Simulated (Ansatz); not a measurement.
Exact exchange and the HOMO–LUMO gap of C2H6O2 (ethylene glycol)

C2H6O2 has 10 atoms, charge 0, and is taken as a singlet. SMILES: `OCCO`. Geometry: relaxed at PBE0-D4/def2-TZVP. This is a higher conformer, about 11 kJ/mol above the lowest found by a separate search.

The HOMO–LUMO gap y, in eV, basis 6-31G(d); a is the functional's share of exact exchange. Programs: Ansatz 0.2.0.

| functional | program | a | y (eV) |
| --- | --- | --- | --- |
| BLYP | Ansatz | 0 | 6.72 |
| PBE | Ansatz | 0 | 6.84 |
| B3LYP | Ansatz | 0.2 | 9.06 |
| r2SCAN0 | Ansatz | 0.25 | ? |
| PBE0 | Ansatz | 0.25 | 9.76 |
| BHLYP | Ansatz | 0.5 | 12.40 |

Q: Fit y = c + s·a to the known rows and predict r2SCAN0.

A: 
1. Means of the 5 rows: a = 0.1900, y = 8.956.
2. Σ(Δa)² = 0.172, Σ(Δa·Δy) = 1.9438, so the slope is 1.9438/0.172 = 11.301.
3. Intercept: 8.956 − (11.301) × 0.1900 = 6.809. The largest residual of the fit is 0.13.
4. r2SCAN0: 6.809 + (11.301) × 0.25 = 9.63 eV.

The run gave 10.47 eV, so the prediction is off by -0.84 eV, more than the scatter of the fit. Exact exchange lowers occupied levels and raises empty ones. The rows mix families of semi-local functionals, which the line can't see.
